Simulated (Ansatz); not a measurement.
The system is KTaO3.

```
Ta K O
1.0
     3.98830    0.00000    0.00000
     0.00000    3.98830    0.00000
     0.00000    0.00000    3.98830
Ta K O
1 1 3
Direct
  0.00000 0.00000 0.00000
  0.50000 0.50000 0.50000
  0.00000 0.00000 0.50000
  0.00000 0.50000 0.00000
  0.50000 0.00000 0.00000
```

Program: Ansatz 0.2.0. Alike in all runs: potentials or basis Ansatz PAW; cell as given; cutoff (eV) 420. Hardware: 2 threads of Intel(R) Xeon(R) Processor @ 2.50GHz (Skylake/Cascade Lake), with other jobs on the host.

Problem. Order these runs on this cell by their wall time, lowest first.
A. task band structure; level RPBE; spin off; k mesh 7 × 7 × 7; smearing fermi-dirac 0.05 eV; points for each segment of the path 14
B. task single point; level PBE; spin off; k mesh 7 × 7 × 7; smearing gaussian 0.013 eV
C. task band structure; level PBEsol; spin SOC, no magnetisation; k mesh 5 × 5 × 5; smearing fermi-dirac 0.05 eV; points for each segment of the path 14

Solution. B (3.1 s), A (6.4 s), C (50 s).
